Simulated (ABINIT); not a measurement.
**CdS (Hawleyite): single point with PBE0**

CdS (Hawleyite):

```
CELL_PARAMETERS angstrom
0.00000 2.91650 2.91650
2.91650 0.00000 2.91650
2.91650 2.91650 0.00000
ATOMIC_POSITIONS crystal
Cd 0.00000 0.00000 0.00000
S 0.75000 0.75000 0.75000
```

```yaml
Program: ABINIT 10.8.3 (patched build)
Task: single point
Functional: PBE0
Potentials_or_basis: SG15 NC PBE v1.2
Cutoff: 599 eV
k_mesh: 6 × 6 × 6
Occupations: fixed
Spin: no spin polarisation
```

```
Pressure                                              : 1.1 GPa
Band gap on the k mesh                                : 2.70 eV, direct
Valence electrons inside the program's atomic spheres : Cd 17.09; S 3.94
```

Levels at points of the mesh, in eV from the valence-band top:
```csv
k point,band 10,band 11,band 12,band 13,band 14,band 15
"(0.00, 0.00, 0.00)",-8.20,0.00,0.00,0.00,2.70,8.43
"(0.50, 0.00, 0.00)",-7.79,-4.84,-0.84,-0.84,4.70,8.90
"(0.50, 0.50, 0.00)",-7.71,-4.35,-2.08,-2.08,5.15,6.10
```

It took 33 min on 8 MPI ranks on Arm Neoverse V2, with other jobs on the host, peak memory 1.1 GiB a rank.

Caveat: the potentials were made for another functional, which shifts forces and pressure.
